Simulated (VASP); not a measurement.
# SiC in VASP: notebook

Runs on SiC. Level: PBEsol. Tasks: single point, relaxation of the atoms.

All numbers are computed with VASP 6.6.1; they aren't measurements. Logs are shortened: lines on timing, memory, paths and dates and some standing lists are left out, and cuts for length are marked.

### Step 1. The slab as given

The cell holds a slab with vacuum, 24 atoms: a = 3.079 Å, b = 10.080 Å, c = 25.666 Å, α = 90.00°, β = 90.00°, γ = 90.00°.

### Step 2. Single point, PBEsol

INCAR reads:

```
  PREC = Accurate
  ENCUT = 520
  EDIFF = 1E-7
  ISMEAR = 0
  SIGMA = 0.03
  LREAL = Auto
  LASPH = T
  NELM = 80
  ALGO = Normal
  ISIF = 2
  LWAVE = F
  LCHARG = F
  LDIPOL = T
  IDIPOL = 3
  DIPOL = 0.5 0.5 0.500
  GGA = PS
  LVHAR = T
  LVACPOTAV = T
  ICORELEVEL = 1
  LUSENCCL = F
```

KPOINTS reads:

```
Automatic mesh
0
Gamma
  9 3 1
```

POSCAR reads:

```
SiC
1.0
    3.0789836900      0.0000000000      0.0000000000
    0.0000000000     10.0795950000      0.0000000000
    0.0000000000      0.0000000000     25.6659096200
Si C
12 12
Direct
    0.5000004000      0.0621690000      0.3614776400
    0.9999998800      0.3121010000      0.3961082100
    0.9999998800      0.8121010000      0.3961082100
    0.4999993600      0.5621690000      0.4307387700
    0.0000003400      0.0621690000      0.4653694400
    0.4999998200      0.3121010000      0.5000000000
    0.4999998200      0.8121010000      0.5000000000
    0.9999993000      0.5621690000      0.5346305600
    0.5000002800      0.0621690000      0.5692612300
    0.9999997600      0.3121010000      0.6038917900
    0.9999997600      0.8121010000      0.6038917900
    0.4999992400      0.5621690000      0.6385223600
    0.5000004000      0.2501880000      0.3614776400
    0.9999998800      0.4995440000      0.3961082100
    0.9999998800      0.9995440000      0.3961082100
    0.4999993600      0.7501880000      0.4307387700
    0.0000003400      0.2501880000      0.4653694400
    0.4999998200      0.4995440000      0.5000000000
    0.4999998200      0.9995440000      0.5000000000
    0.9999993000      0.7501880000      0.5346305600
    0.5000002800      0.2501880000      0.5692612300
    0.9999997600      0.4995440000      0.6038917900
    0.9999997600      0.9995440000      0.6038917900
    0.4999992400      0.7501880000      0.6385223600
```

Potentials or basis: VASP PAW PBE potentials, release 64 (Si, C).

Started as:

```console
$ cat potpaw_PBE.64/Si/POTCAR potpaw_PBE.64/C/POTCAR > POTCAR
$ mpirun -np 1 vasp_std > vasp.out
```

OUTCAR:

```text
PREC = Accurate
   ENCUT = 520
   EDIFF = 1E-7
   ISMEAR = 0
   LREAL = Auto
   LASPH = T
   NELM = 80
   ISIF = 2
   GGA = PS

 ion  position               nearest neighbor table
   1  0.500  0.062  0.361-  15 1.89  15 1.89  13 1.90   5 3.08   5 3.08   2 3.08   2 3.08   3 3.08
                             3 3.08
   2  1.000  0.312  0.396-  13 1.88  17 1.88  13 1.88  14 1.89   6 3.08   6 3.08   1 3.08   5 3.08
                             1 3.08   4 3.08   4 3.08
   3  1.000  0.812  0.396-  16 1.88  16 1.88  15 1.89   7 3.08   7 3.08   4 3.08   4 3.08   1 3.08
                             5 3.08   1 3.08
   4  0.500  0.562  0.431-  14 1.89  18 1.89  14 1.89  16 1.90   8 3.08   8 3.08   3 3.08   7 3.08
                             3 3.08   2 3.08   6 3.08   2 3.08
   5  0.000  0.062  0.465-  19 1.89  15 1.89  19 1.89  17 1.90   9 3.08   9 3.08   1 3.08   1 3.08
                             6 3.08   2 3.08   6 3.08   7 3.08   3 3.08   7 3.08
   6  0.500  0.312  0.500-  17 1.88  21 1.88  17 1.88  18 1.89  10 3.08   2 3.08   2 3.08  10 3.08
                             5 3.08   9 3.08   5 3.08   8 3.08   4 3.08   8 3.08
   7  0.500  0.812  0.500-  20 1.88  16 1.88  20 1.88  19 1.89   3 3.08  11 3.08  11 3.08   3 3.08
                             8 3.08   4 3.08   8 3.08   5 3.08   9 3.08   5 3.08
   8  1.000  0.562  0.535-  18 1.89  22 1.89  18 1.89  20 1.90   4 3.08   4 3.08  12 3.08  12 3.08
                             7 3.08  11 3.08   7 3.08   6 3.08  10 3.08   6 3.08
   9  0.500  0.062  0.569-  23 1.89  19 1.89  23 1.89  21 1.90   5 3.08   5 3.08  10 3.08   6 3.08
                            10 3.08  11 3.08   7 3.08  11 3.08
  10  1.000  0.312  0.604-  21 1.88  21 1.88  22 1.89   6 3.08   6 3.08   9 3.08   9 3.08  12 3.08
                             8 3.08  12 3.08
  11  1.000  0.812  0.604-  24 1.88  20 1.88  24 1.88  23 1.89   7 3.08   7 3.08  12 3.08   8 3.08
                            12 3.08   9 3.08   9 3.08
  12  0.500  0.562  0.639-  22 1.89  22 1.89  24 1.90   8 3.08   8 3.08  11 3.08  11 3.08  10 3.08
                            10 3.08
  13  0.500  0.250  0.361-   2 1.88   2 1.88   1 1.90
  14  1.000  0.500  0.396-   4 1.89   4 1.89   2 1.89
  15  1.000  1.000  0.396-   1 1.89   5 1.89   1 1.89   3 1.89
  16  0.500  0.750  0.431-   3 1.88   7 1.88   3 1.88   4 1.90
  17  0.000  0.250  0.465-   6 1.88   2 1.88   6 1.88   5 1.90
  18  0.500  0.500  0.500-   8 1.89   4 1.89   8 1.89   6 1.89
  19  0.500  1.000  0.500-   5 1.89   9 1.89   5 1.89   7 1.89
  20  1.000  0.750  0.535-   7 1.88  11 1.88   7 1.88   8 1.90
  21  0.500  0.250  0.569-  10 1.88   6 1.88  10 1.88   9 1.90
  22  1.000  0.500  0.604-  12 1.89   8 1.89  12 1.89  10 1.89
  23  1.000  1.000  0.604-   9 1.89   9 1.89  11 1.89
  24  0.500  0.750  0.639-  11 1.88  11 1.88  12 1.90

  LATTYP: Found a simple orthorhombic cell.
 ALAT       =     3.0789836900
 B/A-ratio  =     3.2736759966
 C/A-ratio  =     8.3358381220

  Lattice vectors:

 A1 = (   3.0789836900,   0.0000000000,   0.0000000000)
 A2 = (   0.0000000000,  10.0795950000,   0.0000000000)
 A3 = (   0.0000000000,   0.0000000000,  25.6659096200)

Analysis of symmetry for initial positions (statically):
=====================================================================
 Subroutine PRICEL returns:
 Original cell was already a primitive cell.

 Routine SETGRP: Setting up the symmetry group for a
 simple orthorhombic supercell.

 Subroutine GETGRP returns: Found  4 space group operations
 (whereof  2 operations were pure point group operations)
 out of a pool of  8 trial point group operations.

The static configuration has the point symmetry C_1h.
 The point group associated with its full space group is C_2v.

Analysis of symmetry for dynamics (positions and initial velocities):
=====================================================================
 Subroutine PRICEL returns:
 Original cell was already a primitive cell.

 Routine SETGRP: Setting up the symmetry group for a
 simple orthorhombic supercell.

[... 44 lines left out ...]
   NGX = 11   NGY = 37   NGZ = 95

 dipolmoment           0.000000      0.000000      0.000000 electrons x Angstroem

 number of electron      96.0000001 magnetization

 dipolmoment           0.000000      0.000000     -0.000000 electrons x Angstroem

 Free energy of the ion-electron system (eV)
  ---------------------------------------------------
  ext. energy  EPLUGINS =         0.00000000
  ---------------------------------------------------
  free energy    TOTEN  =      -176.66693186 eV

  energy without entropy =     -176.66693180  energy(sigma->0) =     -176.66693183

 the core state eigenenergies are
   1-  1s  -1781.2169  2s   -135.0723  2p    -91.1059
   2-  1s  -1780.3151  2s   -134.1356  2p    -90.1703
   3-  1s  -1781.5962  2s   -135.3960  2p    -91.4340
   4-  1s  -1780.3377  2s   -134.2010  2p    -90.2331
   5-  1s  -1781.2188  2s   -135.0768  2p    -91.1094
   6-  1s  -1781.1021  2s   -134.9600  2p    -90.9924
   7-  1s  -1781.1021  2s   -134.9600  2p    -90.9924
   8-  1s  -1781.2188  2s   -135.0768  2p    -91.1094
   9-  1s  -1780.3377  2s   -134.2010  2p    -90.2331
  10-  1s  -1781.5962  2s   -135.3960  2p    -91.4340
  11-  1s  -1780.3151  2s   -134.1356  2p    -90.1703
  12-  1s  -1781.2169  2s   -135.0723  2p    -91.1059
  13-  1s   -265.4551
  14-  1s   -265.0991
  15-  1s   -266.3788
  16-  1s   -265.7578
  17-  1s   -265.5072
  18-  1s   -265.5697
  19-  1s   -265.5697
  20-  1s   -265.5072
  21-  1s   -265.7578
  22-  1s   -266.3788
  23-  1s   -265.0991
  24-  1s   -265.4551

 E-fermi :  -0.8960     XC(G=0):  -4.3126

 val. band max:       -0.9934067693   @ k =   0.2222   0.0000   0.0000
 cond. band min:      -0.8016838500   @ k =   0.0000   0.0000   0.0000
 fundamental gap:      0.1917229193
 Fermi energy:        -0.8959891019

 k-point     1 :       0.0000    0.0000    0.0000
  band No.  band energies     occupation
      1     -16.7407      2.00000
      2     -15.9409      2.00000
      3     -15.5213      2.00000
      4     -15.0948      2.00000
      5     -14.8528      2.00000
      6     -14.3426      2.00000
[... 619 lines left out ...]
     59       3.1381      0.00000
     60       3.4998      0.00000
 [bands above 60 left out]

------------------------ aborting loop because EDIFF is reached ----------------------------------------

 vacuum level on the upper side and lower side of the slab       (xc-potential included)        -0.130        -0.130

  FORCE on cell =-STRESS in cart. coord.  units (eV):
  Direction    XX          YY          ZZ          XY          YZ          ZX
  --------------------------------------------------------------------------------------
  -------------------------------------------------------------------------------------
  Total        1.2367529    -13.8837563     -3.9731395      0.0000000      0.0000000      0.0000000
  in kB        2.4876335    -27.9261093     -7.9916649      0.0000000      0.0000000      0.0000000
  external PRESSURE =     -11.1433802 kB  Pullay stress =       0.0000000 kB

 VOLUME and BASIS-vectors are now :
 -----------------------------------------------------------------------------
  energy-cutoff  :      520.00
  volume of cell :      796.54
      direct lattice vectors                 reciprocal lattice vectors
     3.078983690  0.000000000  0.000000000     0.324782493  0.000000000  0.000000000
     0.000000000 10.079595000  0.000000000     0.000000000  0.099210335  0.000000000
     0.000000000  0.000000000 25.665909620     0.000000000  0.000000000  0.038962188

 POSITION                                       TOTAL-FORCE (eV/Angst)
 -----------------------------------------------------------------------------------
      1.53949      0.62664      9.27765         0.000000      3.396395      1.209701
      3.07898      3.14585     10.16648         0.000000      0.806089     -2.998039
      3.07898      8.18565     10.16648         0.000000     -0.776505      1.439125
      1.53949      5.66644     11.05530         0.000000     -0.472675     -2.256474
      0.00000      0.62664     11.94413         0.000000      0.450236      0.734994
      1.53949      3.14585     12.83295         0.000000      0.295656     -0.388180
[... 16 lines left out ...]
      3.07898     10.07500     15.49943         0.000000      0.438283     -1.905089
      1.53949      7.56159     16.38826         0.000000     -2.600610     -1.706762
 -----------------------------------------------------------------------------------
    total drift:                                0.001984     -0.025967      0.000001

  FREE ENERGIE OF THE ION-ELECTRON SYSTEM (eV)
  ---------------------------------------------------
  free  energy   TOTEN  =      -176.6669318627 eV

  energy  without entropy=     -176.6669317976  energy(sigma->0) =     -176.66693183

 vacuum level on the upper side and lower side of the slab         4.367         4.367
```

Run time: 3.5 min. Hardware: 1 × NVIDIA H100 80GB with 1 thread of AMD EPYC 7R13 (Zen 3), shared host; peak memory 1.7 GiB.

Results:

```yaml
Free_energy: -176.6669 eV
Largest_force: 3.605 eV/Å
Band_gap_on_the_k_mesh: 0.19 eV, indirect (least direct gap 0.23 eV)
Ionisation_potential_of_the_upper_face: 5.36 eV
```

Forces in eV/Å, atoms in the order of the input:
```
Si   0.000  3.396  1.210
Si   0.000  0.806 -2.998
Si   0.000 -0.777  1.439
Si   0.000 -0.473 -2.256
Si   0.000  0.450  0.735
Si   0.000  0.296 -0.388
Si   0.000  0.296  0.388
Si   0.000  0.450 -0.735
Si   0.000 -0.473  2.256
Si   0.000 -0.777 -1.439
Si   0.000  0.806  2.998
Si   0.000  3.396 -1.210
C    0.000 -2.601  1.707
C    0.000  0.438  1.905
C    0.000 -1.230 -1.967
C    0.000  0.145 -0.652
C    0.000 -0.335  0.546
C    0.000 -0.117  0.941
C    0.000 -0.117 -0.941
C    0.000 -0.335 -0.546
C    0.000  0.145  0.652
C    0.000 -1.230  1.967
C    0.000  0.438 -1.905
C    0.000 -2.601 -1.707
```

Core levels (eV, on the scale of the bands):
| atom | levels |
| --- | --- |
| 1 Si | 1s -1781.2, 2s -135.1, 2p -91.1 |
| 2 Si | 1s -1780.3, 2s -134.1, 2p -90.2 |
| 3 Si | 1s -1781.6, 2s -135.4, 2p -91.4 |
| 4 Si | 1s -1780.3, 2s -134.2, 2p -90.2 |
| 5 Si | 1s -1781.2, 2s -135.1, 2p -91.1 |
| 6 Si | 1s -1781.1, 2s -135.0, 2p -91.0 |

Caveat: the PAW data sets were made with another functional, which shifts forces and pressure a little.

### Step 3. Relaxation of the atoms, PBEsol

INCAR reads:

```
ALGO = Normal ; DIPOL = 0.5 0.5 0.500
EDIFF = 1E-6 ; EDIFFG = -0.02
ENCUT = 520 ; GGA = PS
IBRION = 2 ; IDIPOL = 3
ISIF = 2 ; ISMEAR = 0
LASPH = T ; LCHARG = F
LDIPOL = T ; LREAL = Auto
LUSENCCL = F ; LWAVE = F
NELM = 80 ; NSW = 80
PREC = Accurate ; SIGMA = 0.03
```

KPOINTS reads:

```
k-points
0
Gamma
  9 3 1
```

POSCAR is that of step 2.

Potentials or basis: VASP PAW PBE potentials, release 64 (Si, C).

Started as:

```console
$ cat potpaw_PBE.64/Si/POTCAR potpaw_PBE.64/C/POTCAR > POTCAR
$ mpirun -np 1 vasp_std > vasp.out
```

Run time: 49 min. Hardware: 1 × NVIDIA H100 80GB with 1 thread of AMD EPYC 7R13 (Zen 3), shared host; peak memory 1.7 GiB.

Results (log left out):

```yaml
Free_energy: -179.3074 eV
Energy_gained_by_relaxing: 110.0 meV/atom
Ionic_steps: 28
Largest_force_after_relaxing: 0.019 eV/Å
Band_gap_on_the_k_mesh: 0.44 eV, indirect (least direct gap 0.78 eV)
```

Forces in eV/Å, atoms in the order of the input:
```
Si   0.000  0.000 -0.009
Si   0.000 -0.004 -0.018
Si   0.000  0.014 -0.006
Si   0.000 -0.013  0.000
Si   0.000 -0.002 -0.010
Si   0.000 -0.013  0.005
Si   0.000 -0.013 -0.005
Si   0.000 -0.002  0.010
Si   0.000 -0.013  0.000
Si   0.000  0.014  0.006
Si   0.000 -0.004  0.018
Si   0.000  0.000  0.009
C    0.000  0.017  0.002
C    0.000  0.015 -0.008
C    0.000 -0.008  0.012
C    0.000 -0.008  0.004
C    0.000  0.005 -0.005
C    0.000 -0.002 -0.012
C    0.000 -0.002  0.012
C    0.000  0.005  0.005
C    0.000 -0.008 -0.004
C    0.000 -0.008 -0.012
C    0.000  0.015  0.008
C    0.000  0.017 -0.002
```

The path:
```csv
step,energy change (eV),largest force (eV/Å),pressure (GPa)
1,0.0000,3.6053,-1.11
2,-1.5048,5.5132,0.40
3,-1.9354,2.0347,-0.32
4,-2.3989,1.4474,0.06
5,-2.4036,1.2572,0.01
6,-2.5319,0.8913,0.37
7,-2.5462,0.5026,0.27
8,-2.5952,0.3475,0.26
9,-2.5962,0.3840,0.26
10,-2.6153,0.2814,0.25
11,-2.6156,0.2605,0.25
12,-2.6263,0.1702,0.21
13,-2.6268,0.1808,0.20
14,-2.6326,0.2201,0.20
15,-2.6327,0.2353,0.20
16,-2.6372,0.0843,0.19
17,-2.6373,0.0847,0.19
18,-2.6388,0.0364,0.20
19,-2.6389,0.0475,0.20
20,-2.6395,0.0408,0.21
21,-2.6396,0.0627,0.21
22,-2.6399,0.0335,0.21
23,-2.6400,0.0489,0.22
24,-2.6402,0.0308,0.21
25,-2.6403,0.0297,0.21
26,-2.6404,0.0201,0.20
27,-2.6404,0.0307,0.19
28,-2.6405,0.0190,0.19
```

Final structure:
```xyz
24
Lattice="3.0790 0.0000 0.0000 0.0000 10.0796 0.0000 0.0000 0.0000 25.6659" Properties=species:S:1:pos:R:3 pbc="T T T"
Si    1.5395    0.7456    9.4792
Si    3.0790    3.2358   10.0158
Si    3.0790    8.1315   10.3466
Si    1.5395    5.6267   11.0024
Si    0.0000    0.6544   11.9487
Si    1.5395    3.1664   12.7520
Si    1.5395    8.2062   12.9139
Si    3.0790    5.6942   13.7172
Si    1.5395    0.5869   14.6636
Si    3.0790    3.0917   15.3193
Si    3.0790    8.2756   15.6501
Si    1.5395    5.7854   16.1867
C     1.5395    2.4675    9.3734
C     3.0790    5.0642   10.2271
C     3.0790    9.9505   10.0069
C     1.5395    7.5267   11.0926
C     0.0000    2.5358   11.9025
C     1.5395    5.0426   12.8856
C     1.5395    0.0028   12.7803
C     3.0790    7.5756   13.7635
C     1.5395    2.4869   14.5733
C     3.0790    4.9107   15.6590
C     3.0790    0.0244   15.4388
C     1.5395    7.5073   16.2925
```

Levels at points of the mesh, in eV from the valence-band top:
```csv
k point,band 44,band 45,band 46,band 47,band 48,band 49,band 50,band 51,band 52,band 53
"(0.00, 0.00, 0.00)",-1.12,-0.99,-0.85,-0.37,-0.19,0.79,0.85,1.80,2.00,2.01
```

Caveat: the PAW data sets were made with another functional, which shifts forces and pressure a little.

### Step 4. Single point, PBEsol

INCAR reads:

```
  PREC = Accurate
  ENCUT = 520
  EDIFF = 1E-7
  ISMEAR = 0
  SIGMA = 0.03
  LREAL = Auto
  LASPH = T
  NELM = 80
  ALGO = Normal
  ISIF = 2
  LWAVE = F
  LCHARG = F
  LDIPOL = T
  IDIPOL = 3
  DIPOL = 0.5 0.5 0.500
  GGA = PS
  LVHAR = T
  LVACPOTAV = T
  ICORELEVEL = 1
  LUSENCCL = F
```

KPOINTS reads:

```
Automatic mesh
0
Gamma
  9 3 1
```

POSCAR reads:

```
SiC                                     
1.0
    3.0789836900      0.0000000000      0.0000000000
    0.0000000000     10.0795950000      0.0000000000
    0.0000000000      0.0000000000     25.6659096200
  Si              C             
    12    12
Direct
     0.5000003999999976    0.0739693200778551    0.3693318086887402
     0.9999998799999972    0.3210251602834305    0.3902361183166461
     0.9999998799999972    0.8067271227788355    0.4031259706452652
     0.4999993599999968    0.5582220171845634    0.4286758866782672
     0.0000003399999997    0.0649270909299431    0.4655491400692206
     0.4999998199999993    0.3141373822718473    0.4968456491744737
     0.4999998199999993    0.8141373822718473    0.5031543508255257
     0.9999992999999989    0.5649270909299431    0.5344508599307793
     0.5000002800000019    0.0582220171845632    0.5713241133217328
     0.9999997600000015    0.3067271227788352    0.5968740293547349
     0.9999997600000015    0.8210251602834304    0.6097638816833537
     0.4999992400000011    0.5739693200778553    0.6306681913112597
     0.5000003999999976    0.2448056735899611    0.3652073120481136
     0.9999998799999972    0.5024177335723335    0.3984704293009688
     0.9999998799999972    0.9871921329925966    0.3898915565172461
     0.4999993599999968    0.7467258888088382    0.4321907503847558
     0.0000003399999997    0.2515768611446330    0.4637457016491965
     0.4999998199999993    0.5002796163651548    0.5020523433197197
     0.4999998199999993    0.0002796163651550    0.4979476566802803
     0.9999992999999989    0.7515768611446330    0.5362542983508037
     0.5000002800000019    0.2467258888088381    0.5678092496152440
     0.9999997600000015    0.4871921329925967    0.6101084434827535
     0.9999997600000015    0.0024177335723336    0.6015295706990315
     0.4999992400000011    0.7448056735899612    0.6347926879518864
```

Started as:

```console
$ cat potpaw_PBE.64/Si/POTCAR potpaw_PBE.64/C/POTCAR > POTCAR
$ mpirun -np 1 vasp_std > vasp.out
```

It took 4.5 min on 1 × NVIDIA H100 80GB with 1 thread of AMD EPYC 7R13 (Zen 3), shared host; peak memory 1.7 GiB.

Results (log left out):

* Free energy: -179.3074 eV
* Largest force: 0.019 eV/Å
* Band gap on the k mesh: 0.44 eV, indirect (least direct gap 0.78 eV)
* Ionisation potential of the upper face: 4.98 eV

Forces on the atoms (eV/Å):
```
Si   0.000  0.000 -0.009
Si   0.000 -0.005 -0.018
Si   0.000  0.014 -0.007
Si   0.000 -0.013  0.000
Si   0.000 -0.002 -0.010
Si   0.000 -0.013  0.005
Si   0.000 -0.013 -0.005
Si   0.000 -0.002  0.010
Si   0.000 -0.013  0.000
Si   0.000  0.014  0.007
Si   0.000 -0.005  0.018
Si   0.000  0.000  0.009
C    0.000  0.017  0.002
C    0.000  0.015 -0.008
C    0.000 -0.008  0.012
C    0.000 -0.008  0.004
C    0.000  0.005 -0.004
C    0.000 -0.002 -0.011
C    0.000 -0.002  0.011
C    0.000  0.005  0.004
C    0.000 -0.008 -0.004
C    0.000 -0.008 -0.012
C    0.000  0.015  0.008
C    0.000  0.017 -0.002
```

Levels at points of the mesh, in eV from the valence-band top:
```tsv
k point	band 45	band 46	band 47	band 48	band 49	band 50	band 51	band 52
(0.00, 0.00, 0.00)	-0.99	-0.85	-0.37	-0.19	0.79	0.85	1.80	2.00
```

Core levels (eV, on the scale of the bands):
```tsv
atom	levels
1 Si	1s -1780.7, 2s -134.8, 2p -90.8
2 Si	1s -1780.2, 2s -134.1, 2p -90.1
3 Si	1s -1781.6, 2s -135.5, 2p -91.5
4 Si	1s -1780.2, 2s -134.1, 2p -90.1
5 Si	1s -1781.3, 2s -135.1, 2p -91.1
6 Si	1s -1780.9, 2s -134.7, 2p -90.8
```

Caveat: the PAW data sets were made with another functional, which shifts forces and pressure a little.
